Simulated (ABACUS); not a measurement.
## SnSe in ABACUS: the effect of target pressure

Crystal: SnSe.

```
Sn Se
1.0
     0.00000    3.01000    3.01000
     3.01000    0.00000    3.01000
     3.01000    3.01000    0.00000
Sn Se
1 1
Cartesian
  0.0000 0.0000 0.0000
  3.0100 3.0100 3.0100
```

Measurements of this composition are mostly on another form, of space group No. 62.

Alike in all runs:

- Program: ABACUS 3.10.1
- Task: relaxation of cell and atoms
- Functional: PBE
- Potentials or basis: PseudoDojo NC SR 0.4.1 PBE standard
- Cutoff: 1184 eV
- Density cutoff: 4735 eV
- Basis: plane waves
- k mesh: 6 × 6 × 6
- Occupations: fermi-dirac, width 0.05 eV
- Spin: no spin polarisation

Each run relaxes the cell or the atoms first.

```tsv
target pressure	relaxed volume (Å³/atom)	gap on the mesh (eV)
0 GPa	27.61	0.52
5 GPa	25.38	0.91
10 GPa	23.83	1.23
20 GPa	21.74	0.88
30 GPa	?	?
```

Problem. What does the run with target pressure 30 GPa give?

Solution. Relaxed volume 20.31 Å³/atom; gap on the mesh 0.53 eV.

Worked out: In Murnaghan's law V^(-B') rises as a straight line in P. The other rows fit best with B' = 4.0, V0 = 27.61 Å³/atom and B0 = 50 GPa, which gives 20.33 Å³/atom at 30 GPa, against the run's 20.31. A parabola through the other rows of the gap on the mesh, of slope -0.178 eV per GPa there, extrapolates to -0.40 eV, against the run's 0.53. The fit is too stiff a form for this range.

Caveats: spin-orbit coupling is left out, which moves the levels of the heavy elements; the volume moved by over 15 % at a fixed basis, so the end points are rough (some runs).

A k mesh can miss the band edges.
